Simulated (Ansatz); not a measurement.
PbSe, DFT, PBEsol, all-electron PAW with datasets made for the crystal, scalar-relativistic (Ansatz 0.2.0), run on 1 thread of Arm Neoverse V1 on a shared host.

The cell is COD entry 9008695, as deposited and not checked against the literature; nothing was relaxed. The listed cell was then made from it by scaling, straining or moving an atom.

Command: `ansatz run input.yaml --threads 1 --pin off --max-ram 3072MiB --backend cpu --events-out ev --progress --plain --runs-dir out`

```yaml
crystal:
  lattice:
    - [0.0918645, 3.10808225, 3.10808225]
    - [3.10808225, 0.0918645, 3.10808225]
    - [3.10808225, 3.10808225, 0.0918645]
  atoms:
    - { symbol: Pb, position: [0.0, 0.0, 0.0] }
    - { symbol: Se, position: [0.5, 0.5, 0.5] }
kpoints:
  mp_grid: { grid: [9, 9, 9] }
scf:
  occupations: { method: fermi_dirac, width: 0.01 }
hamiltonian:
  xc: pbesol
  pseudopotentials: { kind: all_electron, datasets: crystal }
output:
  forces: true
  stress: true
  eigenvalues: true
  efg: { contact_densities: true }
```

Task: How large is the problem that the program sets up?

Result: 85 irreducible k-points, 495 plane waves at Γ, 14 bands.

Task: Estimate the wall time and the peak memory.

Result: 9.2 s of wall time for 8 SCF iterations, with a peak of 0.47 GiB. Times on shared machines scatter by tens of per cent.

Task: And the same cell and mesh by frozen-core PAW, asked for forces, stress, eigenvalues, efg, on the same hardware?

Result: 8.9 s, peak memory 0.47 GiB.
